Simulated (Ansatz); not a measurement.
# I: do energies and stresses tell the same story?

All numbers below come from DFT r2SCAN, scalar-relativistic, plane waves, PAW (Ansatz).

Plane waves to 500 eV, a k mesh through Γ of 8×8×4 on the computed 4-atom cell and Gaussian smearing (0.02 eV); no spin polarisation.

Relaxed cell: Cmce, a = 7.735 Å, b = 4.636 Å, c = 9.857 Å, α = 90.00°, β = 90.00°, γ = 90.00°, 4 atoms in the primitive cell.

Energies at zero smearing and pressures from the stress tensor, at volumes with shape and atoms relaxed:
```json
{"V (Å³/atom)": "41.537", "E − E(first) (meV/atom)": "0.00", "P (GPa)": "0.598"}
{"V (Å³/atom)": "42.862", "E − E(first) (meV/atom)": "-3.49", "P (GPa)": "0.254"}
{"V (Å³/atom)": "44.188", "E − E(first) (meV/atom)": "-4.54", "P (GPa)": "-0.009"}
{"V (Å³/atom)": "45.514", "E − E(first) (meV/atom)": "-3.71", "P (GPa)": "-0.200"}
{"V (Å³/atom)": "46.839", "E − E(first) (meV/atom)": "-1.50", "P (GPa)": "-0.344"}
```

Q: Check P = −dE/dV between neighbouring volumes, and get the bulk modulus from the pressures alone.

A: With 1 eV/Å³ = 160.2 GPa:
```tsv
middle V (Å³/atom)	−ΔE/ΔV (GPa)	mean P (GPa)
42.200	0.422	0.426
43.525	0.127	0.123
44.851	-0.100	-0.104
46.177	-0.267	-0.272
```

The two differ by 0.004 GPa at most. The mean of two end pressures misses the average over a step by about ΔV² P″/12, up to 0.007 GPa here; with that taken off 0.011 GPa remains. Around V = 44.188 Å³/atom, the two neighbours give B = −V ΔP/ΔV = 44.188 × 0.454 / 2.651 = 7.6 GPa, against B0 = 7.5 GPa from the Birch–Murnaghan fit of the energies.

 The cell holds layers, and where no dispersion correction was added their binding is poorly described.

Cost: 6 runs of about 11 core-minutes in all, on Intel Xeon 6975P-C (Granite Rapids) (shared hosts).